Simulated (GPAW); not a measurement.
A run of GPAW 26.7.0 is set up as follows.

File run.py:

```python
from ase import Atoms
from ase.dft.bandgap import bandgap
from ase.io import write
from ase.units import Bohr, GPa
from gpaw import GPAW, PW
from gpaw.elf import elf_from_dft_calculation

atoms = Atoms(['Nb'],
              cell=[[-1.66395, 1.66395, 1.66395],
                    [1.66395, -1.66395, 1.66395],
                    [1.66395, 1.66395, -1.66395]],
              scaled_positions=[[0.0, 0.0, 0.0]],
              pbc=True)

calc = GPAW(mode=PW(600),
            xc='PBE',
            kpts={'size': (11, 11, 11), 'gamma': True},
            occupations={'name': 'methfessel-paxton', 'order': 0, 'width': 0.02},
            nbands=15,
            convergence={'density': 1e-05, 'energy': 1e-05},
            maxiter=150,
            txt='gpaw.txt')
atoms.calc = calc
energy = atoms.get_potential_energy()
forces = atoms.get_forces()
stress = atoms.get_stress()
calc.write('gs.gpw')
write('result.traj', atoms)
print(f'Energy: {energy:.6f} eV')
print('Forces (eV/A):')
print(forces.round(4))
print('Stress (GPa):', (stress / GPa).round(3))
print('Fermi level:', round(calc.get_fermi_level(), 4), 'eV')
print(f'Gap: {bandgap(calc)[0]:.4f} eV, direct: {bandgap(calc, direct=True)[0]:.4f} eV')

# fields on the real-space grid
write('density.cube', atoms, data=calc.get_pseudo_density() * Bohr**3)
write('potential.cube', atoms, data=calc.get_electrostatic_potential())
write('elf.cube', atoms, data=elf_from_dft_calculation(calc).data)
```

Potentials or basis: GPAW PAW data sets (gpaw-data 1.2.1), pw.

Command:

```console
$ OMP_NUM_THREADS=1 python run.py
```

Task: Predict the band gap on the k mesh.

Result: None (metal or under the smearing width).

Task: Estimate the pressure.

Result: -2.5 GPa.
